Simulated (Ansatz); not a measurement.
Input and command of a calculation in Ansatz (plane waves; scalar-relativistic PAW potentials unless the input names others):

```yaml
crystal:
  lattice:
    - [2.863070691, 1.6529946342, 2.356300394]
    - [-2.863070691, 1.6529946342, 2.356300394]
    - [0.0, -3.3059892684, 2.356300394]
  atoms:
    - { symbol: Ba, position: [0.0049545205, 0.0049545205, 0.0049545205] }
    - { symbol: Ti, position: [0.5191875227, 0.5191875227, 0.5191875227] }
    - { symbol: O, position: [0.4883938465, 0.4883938465, 0.9777702638] }
    - { symbol: O, position: [0.4883938465, 0.9777702638, 0.4883938465] }
    - { symbol: O, position: [0.9777702638, 0.4883938465, 0.4883938465] }
basis:
  ecutwfc: 420
kpoints:
  mp_grid: { grid: [6, 6, 6] }
hamiltonian:
  xc: pbe
scf:
  occupations: { method: gaussian, width: 0.05 }
  max_iter: 100
output:
  FORCES: true
  eigenvalues: true
  stress: true
```

```bash
ansatz run input.yaml --threads 1 --pin off --max-ram 2560MiB --backend cpu --events-out ev --progress --plain --runs-dir out
```

Question: What will the program do with this input?

Answer: The program refuses it, because of a misspelt key (the key output.forces typed as FORCES). With the key spelt rightly it is accepted.

Abridged log:
```
Error: YAML parse error: error: line 22 column 3: unknown field `FORCES`, expected one of write_density, write_potential, write_potential_components, volumetric_format, write_bands, fatbands, populations, hubbard, elf, band_densities, bader, dos, optics, efg, charged_corrections, wannier, polarization, topological_invariants, transmission, current_voltage, crpa, pair_interaction, rpa_energy, embedding, core_levels, xc_energy_on_converged_density, boltztrap, local_orbitals, orbitals, eigenstates, states_by_energy, atomic_orbital_hamiltonian, active_space, given_orbital_levels, support_matrices, ...
  --> <input>:22:3
   |
20 |   max_iter: 100
21 | output:
22 |   FORCES: true
   |   ^ unknown field `FORCES`, expected one of write_density, write_potential, write_potential_components, volumetric_format, write_bands, fatbands, populations, hubbard, elf, band_densities, bader, dos, optics, efg, charged_corrections, wannier, polarization, topological_invariants, transmission, current_voltage, crpa, pair_interaction, rpa_energy, embedding, core_levels, xc_energy_on_converged_density, boltztrap, local_orbitals, orbitals, eigenstates, states_by_energy, atomic_orbital_hamiltonian, active_space, given_orbital_levels, support_matrices, forces, stress, cutoff_correction, eigen ...
23 |   eigenvalues: true
24 |   stress: true
   |
```